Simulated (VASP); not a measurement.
Runs of VASP 6.6.1 on AlP. Symmetry: F-43m, No. 216, cubic system. The conventional cell has a = 5.506 Å, b = 5.506 Å, c = 5.506 Å, α = 90.00°, β = 90.00°, γ = 90.00°. Al (site symmetry -43m) is surrounded by 4 P at 2.38 Å. Around P (site symmetry -43m) lie 4 Al at 2.38 Å. The cell is a database's computed one.

```csv
level,potentials or basis,k mesh,grid for exact exchange (PRECFOCK),screening parameter,exchange at q = 0,gap on the mesh (eV),pressure (GPa)
HSE06,"VASP PAW PBE potentials, release 64 (Al, P)",8 × 8 × 8,Fast,0.2 1/A,-,2.33,(b)
LDA,"VASP PAW LDA potentials, release 64 (Al, P)",10 × 10 × 10,-,-,-,1.49,-
PBE0,"VASP PAW PBE potentials, release 64 (Al, P)",8 × 8 × 8,Fast,-,truncated,2.99,-1.8
r2SCAN,"VASP PAW PBE potentials, release 64 (Al, P)",10 × 10 × 10,-,-,-,1.96,(a)
```

Alike in all rows: task band structure; no spin polarisation; cell as given; cutoff (eV) 450; smearing gaussian 0.02 eV.

Problem. Estimate the missing entries.

Solution. (a) -1.6; (b) -1.7.

Caveats: the PAW data sets were made with another functional, which shifts forces and pressure a little (some runs).

Runs at the PBE level aren't shown here.
